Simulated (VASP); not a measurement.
A run of VASP 6.6.1:

POSCAR

```
CaSe
1.0
    0.0000000000      3.1897013860      3.1897013860
    3.1897013860      0.0000000000      3.1897013860
    3.1897013860      3.1897013860      0.0000000000
Ca Se
1 1
Direct
    0.0000000000      0.0000000000      0.0000000000
    0.2500000000      0.2500000000      0.2500000000
```

Contents of INCAR.step1:

```
  ALGO = Normal
  EDIFF = 1E-4
  ENCUT = 520
  GGA = PE
  ISMEAR = 0
  LASPH = T
  LCHARG = F
  LREAL = F
  LWAVE = T
  NBANDS = 15
  NELM = 100
  PREC = Accurate
  SIGMA = 0.01
```

Contents of INCAR.step2:

```
  ALGO = Normal
  EDIFF = 1E-6
  ENCUT = 520
  ISIF = 2
  ISMEAR = 0
  ISTART = 1
  LASPH = T
  LCHARG = F
  LMIXTAU = T
  LREAL = F
  LWAVE = F
  METAGGA = R2SCAN
  NBANDS = 15
  NELM = 100
  PREC = Accurate
  SIGMA = 0.01
```

Contents of KPOINTS:

```
k-points
0
Gamma
  6 6 6
```

Potentials or basis: VASP PAW PBE potentials, release 64 (Ca_sv, Se).

Run with:

```bash
$ cat potpaw_PBE.64/Ca_sv/POTCAR potpaw_PBE.64/Se/POTCAR > POTCAR
$ cp INCAR.step1 INCAR
$ mpirun -np 1 vasp_std > vasp.out
$ cp INCAR.step2 INCAR
$ mpirun -np 1 vasp_std > vasp.out
```

Hardware: 1 thread of Intel(R) Xeon(R) Platinum 8375C CPU @ 2.90GHz (Ice Lake), on a shared host.

Problem. How long does it take, and how much memory?

Solution. Wall time 2 min on 1 thread of Intel(R) Xeon(R) Platinum 8375C CPU @ 2.90GHz (Ice Lake), on a shared host, peak memory 0.22 GiB. Counts: scf iterations 11, k points 16.
